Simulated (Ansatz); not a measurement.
# CuI (Marshite): the cost of one run

Method: DFT LDA, frozen-core PAW, scalar-relativistic unless said, in Ansatz 0.2.0.

7 further runs of the same task are left out: 1 that didn't finish, 6 set aside as unsound or not needed.

### 1 The structure to begin with

The structure is tetragonal, space group P4/nmm (No. 129). The conventional cell has a = 4.023 Å, b = 4.023 Å, c = 5.651 Å, α = 90.00°, β = 90.00°, γ = 90.00°. Cu (site symmetry -4m2) is surrounded by 4 I at 2.60 Å and 4 Cu at 2.84 Å. I (site symmetry 4mm) is surrounded by 4 Cu at 2.60 Å.

Coordinates:

```cif
data_structure
_symmetry_space_group_name_H-M 'P 1'
_symmetry_Int_Tables_number 1
_cell_length_a 4.0229
_cell_length_b 4.0229
_cell_length_c 5.6506
_cell_angle_alpha 90.000
_cell_angle_beta 90.000
_cell_angle_gamma 90.000
_cell_volume 91.45
loop_
_atom_site_label
_atom_site_type_symbol
_atom_site_fract_x
_atom_site_fract_y
_atom_site_fract_z
_atom_site_occupancy
Cu1 Cu 0.00000 0.00000 0.00000 1
Cu2 Cu 0.50000 0.50000 0.00000 1
I1 I 0.00000 0.50000 0.29130 1
I2 I 0.50000 0.00000 0.70870 1
```

Cartesian axes are those of the input's lattice vectors. The structure goes back to a database entry.

### 2 Cell and atoms relaxed, PAW

input.yaml

```yaml
crystal:
  lattice:
    - [4.0229, 0.0, 0.0]
    - [0.0, 4.0229, 0.0]
    - [0.0, 0.0, 5.6506]
  atoms:
    - { symbol: Cu, position: [0.0, 0.0, 0.0] }
    - { symbol: Cu, position: [0.5, 0.5, 0.0] }
    - { symbol: I, position: [0.0, 0.5, 0.2913] }
    - { symbol: I, position: [0.5, 0.0, 0.7087] }
kpoints:
  mp_grid: { grid: [10, 10, 6] }
scf:
  occupations: { method: fermi_dirac, width: 0.08 }
hamiltonian:
  xc: lda
  pseudopotentials: { kind: paw }
relax:
  f_tol: 0.002
  max_steps: 80
  cell: {}
output:
  forces: true
  stress: true
```

The run is started by

```sh
ansatz run input.yaml --threads 1 --pin off --max-ram 3072MiB --backend cpu --events-out ev --progress --plain --runs-dir out
```

**Question.** How long does this run take on 1 thread of Intel Xeon Platinum 8488C (Sapphire Rapids), shared host, and how much memory does it need?

About 2.3 min, with a peak of 0.59 GiB.
